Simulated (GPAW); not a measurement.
Crystal: Si.

```
Si
1.0
     0.00000    2.72185    2.72185
     2.72185    0.00000    2.72185
     2.72185    2.72185    0.00000
Si
2
Direct
  0.50000 0.50000 0.50000
  0.75000 0.75000 0.75000
```

Base run:

- Program: GPAW 26.7.0
- Functional: BLYP
- Potentials or basis: PAW data sets generated in the run's folder for this functional
- Cutoff: 600 eV
- Basis: pw
- k mesh: 8 × 8 × 8
- Occupations: fermi-dirac, width 0.05 eV
- Spin: no spin polarisation

Its results: band gap on the k mesh 0.84 eV, indirect (least direct gap 2.70 eV); pressure 4.4 GPa.

Task: After a change of settings the same cell gave: band gap on the k mesh 0.67 eV, indirect (least direct gap 2.56 eV); pressure 2.8 GPa. Which change was it?
A. functional from BLYP to AM05; band points from 60 to 80
B. functional from BLYP to revPBE; potentials or basis from PAW data sets generated in the run's folder for this functional to the program's PAW data sets (release 1.2.1) made for this functional
C. functional from BLYP to PBEsol
D. functional from BLYP to PBEint

Result: B.

Not every run made on this cell is shown here.
